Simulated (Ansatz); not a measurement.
## Two-dimensional strain map in SiNi2

Level of theory: Ansatz, DFT r2SCAN, scalar-relativistic, plane waves, PAW. Cutoff 500 eV, Γ-centred 12×12×10 k-points, Gaussian smearing of 0.15 eV. No spin polarisation. A magnetic state may lie lower. Energies are free energies at this smearing, counted from the undisturbed cell; pressure is positive in compression.

Zero of the scan (relaxed at this level; it needn't be the usual structure):

```
CELL_PARAMETERS angstrom
3.86955 0.00000 0.00000
-1.93477 3.35112 0.00000
0.00000 0.00000 4.92681
ATOMIC_POSITIONS crystal
Si 0.33333 0.66667 0.75000
Si 0.66667 0.33333 0.25000
Ni 0.00000 0.00000 0.00000
Ni 0.00000 0.00000 0.50000
Ni 0.33333 0.66667 0.25000
Ni 0.66667 0.33333 0.75000
```

The cell is strained by p along both x and y and by q along z, fractional coordinates fixed. Points are written (p, q).

Energy above the undisturbed cell in meV/atom (a dash: not computed):

```
 p \ q  -0.030  -0.015  0.000  0.015  0.030
-0.030    69.0       ?   39.7   34.2      ?
-0.015    29.8    16.4    9.5      ?   11.7
 0.000    12.2     2.9    0.0    2.5    9.6
 0.015    13.6     7.9    8.5   14.4   24.8
 0.030    31.2    28.8   32.5   41.5      ?
```

(1) Fill in the withheld energies.

## Answers

(1) (-0.030, -0.015): 51.0; (-0.030, 0.030): 33.5; (-0.015, 0.015): 8.2; (0.030, 0.030): 54.8.